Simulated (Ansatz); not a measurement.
Convergence of SiC

```
Si C
1.0
     0.00000    2.17400    2.17400
     2.17400    0.00000    2.17400
     2.17400    2.17400    0.00000
Si C
1 1
Direct
  0.00000 0.00000 0.00000
  0.75000 0.75000 0.75000
```

Atom numbers follow the list: Si1, C2.

The cell is COD entry 1010995, as deposited and not checked against the literature; nothing was relaxed. It is an old determination, and later ones may differ.

Theory: DFT, PBE, all-electron LAPW, scalar-relativistic in Ansatz 0.2.0.

Settings: a Γ-centred 16×16×16 k mesh, Fermi–Dirac smearing of 0.05 eV, basis error target 0.25 meV/atom, no spin polarisation. One setting is then changed at a time.

```tsv
k mesh	free energy less the base's (meV/atom)	P (GPa)	gap on the mesh (eV)	cutoff chosen (eV)
16×16×16 (base)	0.0	4.85	1.352	415
5×5×5	17.7	4.97	1.808	415
8×8×8	0.6	4.85	1.351	415
12×12×12	0.0	4.85	1.352	415
22×22×22	0.0	4.85	1.352	415
```
